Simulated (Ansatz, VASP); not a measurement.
## One calculation of CdS (Greenockite), two programs

```xyz
4
Lattice="3.9769 0.0000 0.0000 -1.9884 3.4441 0.0000 0.0000 0.0000 6.4560" Properties=species:S:1:pos:R:3 pbc="T T T"
Cd    1.9884    1.1480    3.2280
Cd    0.0000    2.2961    0.0000
S     1.9884    1.1480    5.6490
S     0.0000    2.2961    2.4210
```

Alike in both runs: functional PBE; dispersion D4; k mesh 5 × 5 × 3; occupations methfessel-paxton of order 1, width 0.05 eV; non-collinear spin, spin-orbit coupling.

```csv
,VASP,Ansatz
version,VASP 6.6.1,Ansatz 0.2.0
potentials or method,"VASP PAW PBE potentials, release 64 (Cd, S), cutoff 520 eV","all-electron LAPW, relativistic spinors"
task,single point,band structure
```

```csv
,VASP,Ansatz,Ansatz less VASP
gap on the k mesh at the Fermi level (eV),1.48,1.47,-0.011
least direct gap on the mesh (eV),1.48,1.47,-0.011
pressure (GPa),10.5,9.9,-0.57
largest component of the traceless stress (GPa),0.80,0.77,-0.026
rms of the force components (eV/Å),0.051,0.051,-0.0001
net moment per atom (μB),0.00,0.00,0.000
dispersion energy (meV/atom),-355.3,-355.5,-0.16
```

Atom by atom the forces differ by 0.000 eV/Å (rms over components). Ansatz ran all-electron here, so the differences hold the error of VASP's frozen core and of both bases.

Caveats: the k mesh is coarse (spacing up to 0.36 Å⁻¹), so the values aren't converged (VASP); the starting moments weren't kept (Ansatz); the thresholds are loose for stress (Ansatz).
